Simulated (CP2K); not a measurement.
Runs of CP2K 2026.2 on Pt. The structure is cubic, space group Fm-3m (No. 225). Conventional cell: a = 3.922 Å, b = 3.922 Å, c = 3.922 Å, α = 90.00°, β = 90.00°, γ = 90.00°. Pt (site symmetry m-3m) is surrounded by 12 Pt at 2.77 Å. 

| potentials or basis | basis sets | potentials | gap on the mesh (eV) | pressure (GPa) |
| --- | --- | --- | --- | --- |
| POTENTIAL_UZH Pt GTH-PBE-q18; TZVP-MOLOPT-PBE-GTH basis | Pt TZVP-MOLOPT-PBE-GTH-q18 | Pt GTH-PBE-q18 of POTENTIAL_UZH | none | 10.2 |
| POTENTIAL_UZH Pt GTH-PBE-q18; TZV2P-MOLOPT-PBE-GTH basis | Pt TZV2P-MOLOPT-PBE-GTH-q18 | Pt GTH-PBE-q18 of POTENTIAL_UZH | none | 10.2 |
| GTH_POTENTIALS Pt GTH-PBE-q18; TZVP-MOLOPT-SR-GTH basis | Pt TZVP-MOLOPT-SR-GTH-q18 | Pt GTH-PBE-q18 of GTH_POTENTIALS | none | 10.3 |
| POTENTIAL_UZH Pt GTH-PBE-q18; DZVP-MOLOPT-PBE-GTH basis | Pt DZVP-MOLOPT-PBE-GTH-q18 | Pt GTH-PBE-q18 of POTENTIAL_UZH | none | 11.2 |
| POTENTIAL_UZH Pt GTH-PBE-q18; ccGRB-D basis | Pt ccGRB-D-q18 | Pt GTH-PBE-q18 of POTENTIAL_UZH | none | (a) |

Alike in all rows: task single point; level PBE; no spin polarisation; cell as given; k mesh 12 × 12 × 12; smearing fermi-dirac 0.05 eV.

Estimate the missing entries.

(a) 16.7.

Caveats: the basis of atomic orbitals isn't converged, which shifts pressures, moduli and gaps.

A k mesh can miss the band edges, and the runs leave out spin-orbit coupling on Pt.

A gap of «none» marks a metal or a gap under the smearing width.
